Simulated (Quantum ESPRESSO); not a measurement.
NaCl:

```xyz
2
Lattice="0.0000 2.7941 2.7941 2.7941 0.0000 2.7941 2.7941 2.7941 0.0000" Properties=species:S:1:pos:R:3 pbc="T T T"
Cl    2.7941    2.7941    2.7941
Na    0.0000    0.0000    0.0000
```

The cell is a database's computed one.

```yaml
Program: Quantum ESPRESSO 7.5
Task: phonons and Raman activities
Functional: PBEsol
Potentials_or_basis: PseudoDojo 0.4.1 SR PBEsol standard
Cutoff: 1197 eV
Density_cutoff: 4789 eV
k_mesh: 4 × 4 × 4, shifted
Occupations: fermi-dirac, width 0.05 eV
Spin: no spin polarisation
Mixing_beta: 0.5
Most_SCF_iterations: 120
SCF_threshold: 4e-10 Ry
```

The cell and the atoms were relaxed first, to 22.00 Å³/atom (a = 3.962 Å, b = 3.962 Å, c = 3.962 Å, α = 60.00°, β = 60.00°, γ = 60.00°), and the response was taken there.

The first run showed a gap, so the response started from a second, tighter run with fixed occupations.

Task: Which optical modes does the crystal have at the zone centre, and which show in infrared and Raman spectra?

Result: The optical modes are T1u. Infrared active: T1u. None is Raman active.

Optical modes at Γ, degenerate ones joined, polar ones without the macroscopic field:
| cm⁻¹ | components | symmetry | active in | IR intensity, summed ((D/Å)²/amu) |
| --- | --- | --- | --- | --- |
| 171 | 3 | T1u | IR | 5.93 |

Non-resonant Raman activities from finite differences of the dielectric tensor, degenerate modes summed:
```
cm⁻¹  modes  symmetry  activity (Å⁴/amu)
 171      3       T1u                0.0
```

Zone-centre frequencies without and with the macroscopic field along z (cm⁻¹):
```csv
,optical modes in rising order
without,171 171 171
with the field,171 171 258
```

Born effective charge tensors (e):
atom 1, Cl
```
-1.09  0.00  0.00
 0.00 -1.09  0.00
 0.00  0.00 -1.09
```
atom 2, Na
```
1.09 0.00 0.00
0.00 1.09 0.00
0.00 0.00 1.09
```

Electronic dielectric tensor:
```
2.57 0.00 0.00
0.00 2.57 0.00
0.00 0.00 2.57
```

Caveat: before the sum rule the acoustic modes lie tens of cm⁻¹ from zero, a sign that the density grid also shifts the optical modes.
